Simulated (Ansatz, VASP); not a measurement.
**One calculation of CoSi, two programs**

The input INCAR:

```
SYSTEM = CoSi
  ALGO = Normal
  EDIFF = 1E-7
  ENCUT = 520
  GGA = PE
  ISIF = 2
  ISMEAR = -1
  LASPH = .TRUE.
  LCHARG = .FALSE.
  LREAL = .FALSE.
  LWAVE = .FALSE.
  NBANDS = 14
  NELM = 80
  PREC = Accurate
  SIGMA = 0.1
```

The input KPOINTS:

```
k-points
0
G
  16 16 16
  0 0 0
```

File POSCAR:

```
CoSi
1.0
    0.0000000000      2.0099274374      2.0099274374
    2.0099274374      0.0000000000      2.0099274374
    2.0099274374      2.0099274374      0.0000000000
Co Si
1 1
Direct
    0.0000000000      0.0000000000      0.0000000000
    0.5000000000      0.5000000000      0.5000000000
```

Input for Ansatz:

```yaml
crystal:
  lattice:
    - [0.0, 2.0099274374, 2.0099274374]
    - [2.0099274374, 0.0, 2.0099274374]
    - [2.0099274374, 2.0099274374, 0.0]
  atoms:
    - { symbol: Co, position: [0.0, 0.0, 0.0] }
    - { symbol: Si, position: [0.5, 0.5, 0.5] }
kpoints:
  mp_grid: { grid: [16, 16, 16] }
scf:
  occupations: { method: fermi_dirac, width: 0.1 }
hamiltonian:
  xc: pbe
  pseudopotentials: { kind: paw }
output:
  forces: true
  stress: true
  eigenvalues: true
  populations: true
```

Change from the starting cell: volume scaled by 0.64, PAW files.

Alike in both runs: task single point; functional PBE; k mesh 16 × 16 × 16; occupations fermi-dirac, width 0.1 eV; no spin polarisation.

|  | VASP | Ansatz |
| --- | --- | --- |
| version | VASP 6.6.1 | Ansatz 0.2.0 |
| potentials or method | VASP PAW PBE potentials, release 64 (Co, Si) | PAW with Ansatz's default frozen-core files, scalar-relativistic |
| plane-wave cutoff (eV) | 520 | 420 |
| valence electrons in the cell | 13 | 21 |

Ansatz gave:

```
pressure (GPa) : 185.4
```

Q: Which values does VASP return?

A: Pressure (GPa): 188.2.

The two sets of potentials don't hold the same shells in valence.

Caveats: the cell as given lies far from equilibrium; so large a pressure means that the cell lies far from this level's equilibrium, or that cutoff or potentials fall short (VASP). Spin polarisation is off, so any magnetic state and its effect on volume and gap are missing.
